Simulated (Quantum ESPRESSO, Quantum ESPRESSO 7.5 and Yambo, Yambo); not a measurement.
## Quasiparticle gap of BaTe (Fm-3m) in Yambo

Aim: the G0W0 gap of BaTe (Fm-3m) on PBE, step by step.

Method: PBE and many-body steps on it, plane waves, in Quantum ESPRESSO 7.5 and Yambo 5.3.0.

The database entry behind the starting cell differs from later determinations by our own check (about 0.2 % short), so it need not match the best structure at ambient conditions.

**1. The structure**

The structure is cubic, space group Fm-3m (No. 225). Conventional cell: a = 6.986 Å, b = 6.986 Å, c = 6.986 Å, α = 90.00°, β = 90.00°, γ = 90.00°. Ba has 6 Te at 3.49 Å nearest. Nearest to Te lie 6 Ba at 3.49 Å. Farther neighbours and most contacts between anions are not listed.

The cell and positions come from the Crystallography Open Database and are kept as given unless a step says otherwise. Spin-orbit coupling is left out unless a step names it.

**2. Ground state**

This step: Quantum ESPRESSO 7.5; DFT, PBE, plane waves, norm-conserving pseudopotentials.

The ground-state density comes first.

File pw.in:

```
&control
  calculation = 'scf'
  prefix = 'x'
  outdir = 'o'
  pseudo_dir = 'pseudo'
/
&system
  ibrav = 0
  nat = 2
  ntyp = 2
  ecutwfc = 68.0
  nbnd = 18
  force_symmorphic = .true.
/
&electrons
  conv_thr = 1e-10
  electron_maxstep = 80
  mixing_beta = 0.5
/
ATOMIC_SPECIES
  Ba 137.33 Ba.upf
  Te 127.6 Te.upf
CELL_PARAMETERS angstrom
  -0.0000000000 3.4930000000 3.4930000000
  3.4930000000 -0.0000000000 3.4930000000
  3.4930000000 3.4930000000 -0.0000000000
ATOMIC_POSITIONS crystal
  Ba 0.0000000000 0.0000000000 0.0000000000
  Te 0.5000000000 0.5000000000 0.5000000000
K_POINTS automatic
  6 6 6 0 0 0
```

Launch:

```bash
$ OMP_NUM_THREADS=1 mpirun -n 4 pw.x -nk 4 -in pw.in > pw.out
```

Log:

```text
Program PWSCF v.7.5 starts

     This program is part of the open-source Quantum ESPRESSO suite
     for quantum simulation of materials; please cite
         "P. Giannozzi et al., J. Phys.:Condens. Matter 21 395502 (2009);
         "P. Giannozzi et al., J. Phys.:Condens. Matter 29 465901 (2017);
         "P. Giannozzi et al., J. Chem. Phys. 152 154105 (2020);
     in publications or presentations arising from this work. More details at
     Message from routine setup:
     using ibrav=0 with symmetry is DISCOURAGED, use correct ibrav instead

     G-vector sticks info

     bravais-lattice index     =            0
     lattice parameter (alat)  =       9.3350  a.u.
     unit-cell volume          =     575.2046 (a.u.)^3
     number of atoms/cell      =            2
     number of atomic types    =            2
     number of electrons       =        26.00
     number of Kohn-Sham states=           18
     kinetic-energy cutoff     =      68.0000  Ry
     charge density cutoff     =     272.0000  Ry
     scf convergence threshold =      1.0E-10
     mixing beta               =       0.5000
     number of iterations used =            8  plain     mixing
     Exchange-correlation= PBE
                           (   1   4   3   4   0   0   0)

     celldm(1)=   9.334960  celldm(2)=   0.000000  celldm(3)=   0.000000
     celldm(4)=   0.000000  celldm(5)=   0.000000  celldm(6)=   0.000000

     crystal axes: (cart. coord. in units of alat)
               a(1) = (  -0.000000   0.707107   0.707107 )
               a(2) = (   0.707107  -0.000000   0.707107 )
               a(3) = (   0.707107   0.707107  -0.000000 )

     reciprocal axes: (cart. coord. in units 2 pi/alat)
               b(1) = ( -0.707107  0.707107  0.707107 )
               b(2) = (  0.707107 -0.707107  0.707107 )
               b(3) = (  0.707107  0.707107 -0.707107 )
     Pseudo is Norm-conserving + core correction, Zval = 10.0
     Generated using ONCVPSP code by D. R. Hamann
     Using radial grid of 1958 points,  6 beta functions with:
     Pseudo is Norm-conserving + core correction, Zval = 16.0
     Generated using ONCVPSP code by D. R. Hamann
     Using radial grid of 1294 points,  6 beta functions with:
     Ba               10.00   137.33000     Ba( 1.00)
     Te               16.00   127.60000     Te( 1.00)

     48 Sym. Ops., with inversion, found

   Cartesian axes

     site n.     atom                  positions (alat units)
         1        Ba     tau(   1) = (   0.0000000   0.0000000   0.0000000  )
         2        Te     tau(   2) = (   0.7071068   0.7071068   0.7071068  )

     number of k points=    16
                       cart. coord. in units 2pi/alat
        k(    1) = (   0.0000000   0.0000000   0.0000000), wk =   0.0092593
        k(    2) = (   0.1178511   0.1178511  -0.1178511), wk =   0.0740741
        k(    3) = (   0.2357023   0.2357023  -0.2357023), wk =   0.0740741
        k(    4) = (  -0.3535534  -0.3535534   0.3535534), wk =   0.0370370
        k(    5) = (   0.2357023   0.0000000  -0.0000000), wk =   0.0555556
        k(    6) = (   0.3535534   0.1178511  -0.1178511), wk =   0.2222222
        k(    7) = (  -0.2357023  -0.4714045   0.4714045), wk =   0.2222222
        k(    8) = (  -0.1178511  -0.3535534   0.3535534), wk =   0.2222222
        k(    9) = (   0.0000000  -0.2357023   0.2357023), wk =   0.1111111
        k(   10) = (   0.4714045   0.0000000  -0.0000000), wk =   0.0555556
     [... 4 further rows ...]
        k(   15) = (  -0.1178511  -0.3535534   0.5892557), wk =   0.2222222
        k(   16) = (  -0.7071068   0.2357023   0.0000000), wk =   0.1111111

     Dense  grid:    43655 G-vectors     FFT dimensions: (  50,  50,  50)

     Initial potential from superposition of free atoms

     starting charge      25.9832, renormalised to      26.0000
     Starting wfcs are   14 randomized atomic wfcs +    4 random wfcs

     per-process dynamical memory:    37.2 Mb

     Self-consistent Calculation

     iteration #  1     ecut=    68.00 Ry     beta= 0.50

     Threshold (ethr) on eigenvalues was too large:
     Diagonalizing with lowered threshold

     total energy              =    -266.15542185 Ry
     estimated scf accuracy    <       0.03744342 Ry

     iteration #  2     ecut=    68.00 Ry     beta= 0.50

     total energy              =    -266.16095064 Ry
     estimated scf accuracy    <       0.00335174 Ry

     iteration #  3     ecut=    68.00 Ry     beta= 0.50

     total energy              =    -266.16152965 Ry
     estimated scf accuracy    <       0.00067066 Ry

     iteration #  4     ecut=    68.00 Ry     beta= 0.50

     total energy              =    -266.16159164 Ry
     estimated scf accuracy    <       0.00003029 Ry

     iteration #  5     ecut=    68.00 Ry     beta= 0.50

     total energy              =    -266.16159945 Ry
     estimated scf accuracy    <       0.00000365 Ry

     iteration #  6     ecut=    68.00 Ry     beta= 0.50

     total energy              =    -266.16160054 Ry
     estimated scf accuracy    <       0.00000023 Ry

     iteration #  7     ecut=    68.00 Ry     beta= 0.50

     total energy              =    -266.16160058 Ry
     estimated scf accuracy    <       0.00000001 Ry

     iteration #  8     ecut=    68.00 Ry     beta= 0.50

     total energy              =    -266.16160059 Ry
     estimated scf accuracy    <          3.6E-09 Ry

     iteration #  9     ecut=    68.00 Ry     beta= 0.50

     total energy              =    -266.16160059 Ry
     estimated scf accuracy    <          1.5E-10 Ry

     iteration # 10     ecut=    68.00 Ry     beta= 0.50

     End of self-consistent calculation

          k = 0.0000 0.0000 0.0000 (  5577 PWs)   bands (ev):

   -28.3548 -28.3548 -28.3452 -28.3452 -28.3452 -20.3526  -5.4899  -5.4899
    -5.4899  -2.9035   6.6388   6.6388   6.6388   9.5904   9.5969   9.5969
     9.5969  10.2208

          k = 0.1179 0.1179-0.1179 (  5468 PWs)   bands (ev):

   -28.3546 -28.3546 -28.3450 -28.3449 -28.3449 -20.3492  -5.6146  -5.4927
    -5.4927  -2.7066   5.8428   6.2658   6.2658   9.6394   9.9340   9.9340
    10.6713  10.9783

          k = 0.2357 0.2357-0.2357 (  5450 PWs)   bands (ev):

   -28.3547 -28.3547 -28.3450 -28.3449 -28.3449 -20.3424  -5.8276  -5.4982
    -5.4982  -2.3370   4.8183   5.7332   5.7332  10.0650  10.8027  10.8027
    12.0375  12.6306

          k =-0.3536-0.3536 0.3536 (  5444 PWs)   bands (ev):

     [... further k-points ...]

     highest occupied, lowest unoccupied level (ev):     6.6388    8.1796

!    total energy              =    -266.16160059 Ry
     estimated scf accuracy    <          1.1E-11 Ry

     The total energy is the sum of the following terms:
     one-electron contribution =    -123.29002077 Ry
     hartree contribution      =      69.86686836 Ry
     xc contribution           =     -62.68683215 Ry
     ewald contribution        =    -150.05161603 Ry

     convergence has been achieved in  10 iterations

     XML data file, charge density, pseudopotentials, collected wavefunctions

=------------------------------------------------------------------------------=
   JOB DONE.
=------------------------------------------------------------------------------=
```

It took 9.4 s on 4 MPI ranks of Arm Neoverse V1, shared host; peak memory 0.31 GiB; 37 s of CPU time.

Numbers from this step:

```yaml
total_energy: -3621.3131 eV
gap: 1.541 eV
k_of_the_valence_top: 0, 0, 0
k_of_the_conduction_bottom: 0, -0.5, -0.5
least_direct_gap: 1.914 eV
```

The gap is indirect, with the least direct gap 0.37 eV higher.

**3. Bands along the symmetry lines**

The cheap functional maps the bands first; the places of the edges decide which points the dearer methods must see.

File pw.in:

```
&control
  calculation = 'bands'
  prefix = 'x'
  outdir = 'o'
  pseudo_dir = 'pseudo'
/
&system
  ibrav = 0
  nat = 2
  ntyp = 2
  ecutwfc = 68.0
  nbnd = 19
  force_symmorphic = .true.
/
&electrons
  conv_thr = 1e-9
  electron_maxstep = 80
  diago_full_acc = .true.
  diago_thr_init = 5e-6
/
ATOMIC_SPECIES
  Ba 137.33 Ba.upf
  Te 127.6 Te.upf
CELL_PARAMETERS angstrom
  -0.0000000000 3.4930000000 3.4930000000
  3.4930000000 -0.0000000000 3.4930000000
  3.4930000000 3.4930000000 -0.0000000000
ATOMIC_POSITIONS crystal
  Ba 0.0000000000 0.0000000000 0.0000000000
  Te 0.5000000000 0.5000000000 0.5000000000
K_POINTS crystal
  50
  0.00000000 0.00000000 0.00000000 1
  0.06250000 0.00000000 0.06250000 1
  0.12500000 0.00000000 0.12500000 1
  0.18750000 0.00000000 0.18750000 1
  0.25000000 0.00000000 0.25000000 1
  0.31250000 0.00000000 0.31250000 1
  0.37500000 0.00000000 0.37500000 1
  0.43750000 0.00000000 0.43750000 1
  0.50000000 0.00000000 0.50000000 1
  0.51562500 0.03125000 0.51562500 1
  0.53125000 0.06250000 0.53125000 1
  0.54687500 0.09375000 0.54687500 1
  0.56250000 0.12500000 0.56250000 1
  0.57812500 0.15625000 0.57812500 1
  0.59375000 0.18750000 0.59375000 1
  0.60937500 0.21875000 0.60937500 1
  0.62500000 0.25000000 0.62500000 1
  0.37500000 0.37500000 0.75000000 1
  0.32812500 0.32812500 0.65625000 1
  0.28125000 0.28125000 0.56250000 1
  0.23437500 0.23437500 0.46875000 1
  0.18750000 0.18750000 0.37500000 1
  0.14062500 0.14062500 0.28125000 1
  0.09375000 0.09375000 0.18750000 1
  0.04687500 0.04687500 0.09375000 1
  0.00000000 0.00000000 0.00000000 1
  0.06250000 0.06250000 0.06250000 1
  0.12500000 0.12500000 0.12500000 1
  0.18750000 0.18750000 0.18750000 1
  0.25000000 0.25000000 0.25000000 1
  0.31250000 0.31250000 0.31250000 1
  0.37500000 0.37500000 0.37500000 1
  0.43750000 0.43750000 0.43750000 1
  0.50000000 0.50000000 0.50000000 1
  0.50000000 0.46875000 0.53125000 1
  0.50000000 0.43750000 0.56250000 1
  0.50000000 0.40625000 0.59375000 1
  0.50000000 0.37500000 0.62500000 1
  0.50000000 0.34375000 0.65625000 1
  0.50000000 0.31250000 0.68750000 1
  0.50000000 0.28125000 0.71875000 1
  0.50000000 0.25000000 0.75000000 1
  0.50000000 0.21875000 0.71875000 1
  0.50000000 0.18750000 0.68750000 1
  0.50000000 0.15625000 0.65625000 1
  0.50000000 0.12500000 0.62500000 1
  0.50000000 0.09375000 0.59375000 1
  0.50000000 0.06250000 0.56250000 1
  0.50000000 0.03125000 0.53125000 1
  0.50000000 0.00000000 0.50000000 1
```

Log:

```text
[banner, memory and clock lines left out]
Program PWSCF v.7.5 starts

     Atomic positions and unit cell read from directory:
     o/x.save/

     Message from routine setup:
     using ibrav=0 with symmetry is DISCOURAGED, use correct ibrav instead

     G-vector sticks info

     bravais-lattice index     =            0
     lattice parameter (alat)  =       9.3350  a.u.
     unit-cell volume          =     575.2046 (a.u.)^3
     number of atoms/cell      =            2
     number of atomic types    =            2
     number of electrons       =        26.00
     number of Kohn-Sham states=           19
     kinetic-energy cutoff     =      68.0000  Ry
     charge density cutoff     =     272.0000  Ry
     Exchange-correlation= PBE
                           (   1   4   3   4   0   0   0)

     celldm(1)=   9.334960  celldm(2)=   0.000000  celldm(3)=   0.000000
     celldm(4)=   0.000000  celldm(5)=   0.000000  celldm(6)=   0.000000

     crystal axes: (cart. coord. in units of alat)
               a(1) = (  -0.000000   0.707107   0.707107 )
               a(2) = (   0.707107  -0.000000   0.707107 )
               a(3) = (   0.707107   0.707107  -0.000000 )

     reciprocal axes: (cart. coord. in units 2 pi/alat)
               b(1) = ( -0.707107  0.707107  0.707107 )
               b(2) = (  0.707107 -0.707107  0.707107 )
               b(3) = (  0.707107  0.707107 -0.707107 )
     Pseudo is Norm-conserving + core correction, Zval = 10.0
     Generated using ONCVPSP code by D. R. Hamann
     Using radial grid of 1958 points,  6 beta functions with:
     Pseudo is Norm-conserving + core correction, Zval = 16.0
     Generated using ONCVPSP code by D. R. Hamann
     Using radial grid of 1294 points,  6 beta functions with:
     Ba               10.00   137.33000     Ba( 1.00)
     Te               16.00   127.60000     Te( 1.00)

     48 Sym. Ops., with inversion, found

   Cartesian axes

     site n.     atom                  positions (alat units)
         1        Ba     tau(   1) = (   0.0000000   0.0000000   0.0000000  )
         2        Te     tau(   2) = (   0.7071068   0.7071068   0.7071068  )

     number of k points=    50
                       cart. coord. in units 2pi/alat
        k(    1) = (   0.0000000   0.0000000   0.0000000), wk =   0.0400000
        k(    2) = (   0.0000000   0.0883883   0.0000000), wk =   0.0400000
        k(    3) = (   0.0000000   0.1767767   0.0000000), wk =   0.0400000
[...]
[... 38 further rows ...]
        k(   49) = (   0.0441942   0.7071068   0.0000000), wk =   0.0400000
        k(   50) = (   0.0000000   0.7071068   0.0000000), wk =   0.0400000

     Dense  grid:    43655 G-vectors     FFT dimensions: (  50,  50,  50)

     The potential is recalculated from file :
     o/x.save/charge-density

     Starting wfcs are   14 randomized atomic wfcs +    5 random wfcs

     Band Structure Calculation

     End of band structure calculation

          k = 0.0000 0.0000 0.0000 (  5577 PWs)   bands (ev):

   -28.3548 -28.3548 -28.3452 -28.3452 -28.3452 -20.3526  -5.4899  -5.4899
    -5.4899  -2.9035   6.6388   6.6388   6.6388   9.5904   9.5969   9.5969
     9.5969  10.2208  10.2208

          k = 0.0000 0.0884 0.0000 (  5477 PWs)   bands (ev):

   -28.3547 -28.3546 -28.3450 -28.3449 -28.3449 -20.3519  -5.5108  -5.4931
[...]
9.7510  10.2479  10.5374

          k = 0.0000 0.1768 0.0000 (  5465 PWs)   bands (ev):

[...]
10.0931  10.3274  11.4686

          k =-0.0000 0.2652 0.0000 (  5425 PWs)   bands (ev):

[...]
k = 0.0000 0.4419-0.0000 (  5453 PWs)   bands (ev):

[...]
k =-0.0000 0.5303 0.0000 (  5466 PWs)   bands (ev):

[...]
k = 0.0000 0.6187-0.0000 (  5446 PWs)   bands (ev):

[...]
k = 0.4640 0.4640-0.0000 (  5446 PWs)   bands (ev):

[...]
k = 0.3315 0.3315-0.0000 (  5434 PWs)   bands (ev):

[...]
k = 0.3094 0.7071-0.0000 (  5458 PWs)   bands (ev):

[...]
k = 0.2210 0.7071-0.0000 (  5450 PWs)   bands (ev):

[...]
k = 0.1768 0.7071-0.0000 (  5452 PWs)   bands (ev):

[...]
k = 0.0442 0.7071 0.0000 (  5446 PWs)   bands (ev):

[...]
12.2785  12.3865  12.4374

          k = 0.0000 0.7071 0.0000 (  5434 PWs)   bands (ev):

   -28.3549 -28.3545 -28.3450 -28.3447 -28.3447 -20.3338  -5.7035  -5.5754
    -5.5754  -2.6973   5.5254   6.2655   6.2655   8.1796  11.1165  11.3356
    12.2918  12.4369  12.4369

     XML data file, pseudopotentials, collected wavefunctions
```

It took 7.4 s on 4 MPI ranks; peak memory 0.26 GiB; 29 s of CPU time.

Numbers from this step:

| Quantity | Value |
| --- | --- |
| gap | 1.541 eV |
| k of the valence top | 0, 0, 0 |
| k of the conduction bottom | 0.5, 0, 0.5 |
| least direct gap | 1.914 eV |

The gap is 1.541 eV, as in the run before at this level.

Electronic bands along the path, in eV, zero at the top of the highest filled band:

```
    point  band 10  band 11  band 12  band 13  band 14  band 15  band 16  band 17
        Γ    -9.54     0.00     0.00     0.00     2.95     2.96     2.96     2.96
  halfway    -9.22    -1.51    -0.30    -0.30     2.10     3.81     3.97     4.60
        X    -9.34    -1.11    -0.37    -0.37     1.54     4.48     4.70     5.65
  halfway    -9.28    -1.10    -0.69    -0.50     1.86     4.80     5.08     5.55
        U    -9.14    -1.26    -1.04    -0.76     2.59     5.04     5.22     5.24
jump to K    -9.14    -1.26    -1.04    -0.76     2.59     5.04     5.22     5.24
  halfway    -9.08    -1.61    -0.91    -0.53     3.37     3.63     3.94     4.58
        Γ    -9.54     0.00     0.00     0.00     2.95     2.96     2.96     2.96
  halfway    -9.16    -1.36    -0.66    -0.66     3.14     3.68     3.68     4.88
        L    -8.80    -2.23    -1.12    -1.12     4.20     4.81     4.95     4.95
  halfway    -8.96    -1.81    -1.02    -0.99     3.72     4.00     5.27     5.52
        W    -9.13    -1.27    -0.93    -0.93     3.54     3.54     4.87     5.19
  halfway    -9.23    -1.08    -0.87    -0.62     2.17     4.67     5.05     5.45
        X    -9.34    -1.11    -0.37    -0.37     1.54     4.48     4.70     5.65
```

The electronic bands as a text plot (rows in eV, shown from -8.0 to 3.6 only):

```
    3.3 |+++++             +    +++++++++++++++         ++++
    2.9 |++++                      +++++++++                +
    2.4 |    +           ++                                  +
    1.9 |     +++++    ++                                     ++
    1.4 |          ++++                                         +
    0.9 |
    0.4 |
    0.0 |*****                     ********
   -0.5 |     ************    *******    ****                ****
   -1.0 |  **      ****************        * ********************
   -1.5 |    ******       **    *           ***        ****
   -2.0 |                   ****               ** *****
   -2.5 |                                        *
   -2.9 |
   -3.4 |
   -3.9 |
   -4.4 |
   -4.9 |
   -5.3 |
   -5.8 |
   -6.3 |
   -6.8 |
   -7.3 |
   -7.8 |
         Γ           X  U|K            Γ         L        W     X
```

(Continued in part 2 of 3.)

[Paths, hosts, dates, memory and timing lines, banners, echoed tables and standing remarks are left out of the program output.]

[Logs are printed without paths, hosts, clocks, repeated set-up lines and the standing remarks that a program may print on its own settings, such as how far it seeks lower states.]

[Runs of the session that timed out or met a known fault of the program may be left out.]

[Hosts, paths, dates, database ids (printed as entryN), source tags and the programs' standing remarks are cut or masked in the printed files.]
